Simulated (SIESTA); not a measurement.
KBr:

```
Br K
1.0
     0.00000    3.30000    3.30000
     3.30000    0.00000    3.30000
     3.30000    3.30000    0.00000
Br K
1 1
Direct
  0.50000 0.50000 0.50000
  0.00000 0.00000 0.00000
```

Base run:

| Item | Value |
| --- | --- |
| Program | SIESTA 5.4.2 |
| Functional | vdW-DF |
| Potentials or basis | PseudoDojo 0.4 standard (PBE files) |
| Basis | DZP (energy shift 0.003 Ry; two zetas on semicore shells; d shell added on K) |
| Grid cutoff | 800 Ry |
| Energy shift | 0.003 Ry |
| k mesh | 7 × 7 × 7 |
| Occupations | fermi-dirac, width 0.05 eV |
| Spin | no spin polarisation |

Its results: band gap on the k mesh 4.68 eV, direct; pressure 1.4 GPa.

Question: The run is repeated on the same cell with these changes: functional from vdW-DF to vdW-DF-C09. What comes out?

Answer: Band gap on the k mesh 4.45 eV, direct; pressure -0.5 GPa.

Caveats: the potentials were made for another functional, which shifts forces and pressure; an odd mesh through Γ misses points on the zone boundary, where band edges often lie; the basis of atomic orbitals isn't converged, which shifts pressures, moduli and gaps.

Not every run made on this cell is shown here.
